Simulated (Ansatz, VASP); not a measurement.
**P in VASP and in Ansatz**

```xyz
4
Lattice="3.2541 0.0000 0.0000 -1.6270 2.8181 0.0000 0.0000 0.0000 19.9905" Properties=species:S:1:pos:R:3 pbc="T T T"
P     0.0000    1.8787    5.7452
P     1.6270    0.9394    4.5000
P    -1.6270    2.8181   10.3005
P     0.0000    1.8787    9.0552
```

Alike in both runs: task single point; functional PBE; dispersion D3(BJ); k mesh 9 × 9 × 1; occupations gaussian, width 0.05 eV; no spin polarisation.

|  | VASP | Ansatz |
| --- | --- | --- |
| version | VASP 6.6.1 | Ansatz 0.2.0 |
| potentials or method | VASP PAW PBE potentials, release 64 (P) | scalar-relativistic, plane waves, PAW |
| plane-wave cutoff (eV) | 520 | 420 |
| valence electrons in the cell | 20 | 20 |

|  | VASP | Ansatz | Ansatz less VASP |
| --- | --- | --- | --- |
| gap on the k mesh at the Fermi level (eV) | 1.03 | 0.99 | -0.039 |
| least direct gap on the mesh (eV) | 1.54 | 1.50 | -0.041 |
| rms of the force components (eV/Å) | 0.141 | 0.106 | -0.0350 |

Atom by atom the forces differ by 0.053 eV/Å (rms over components).
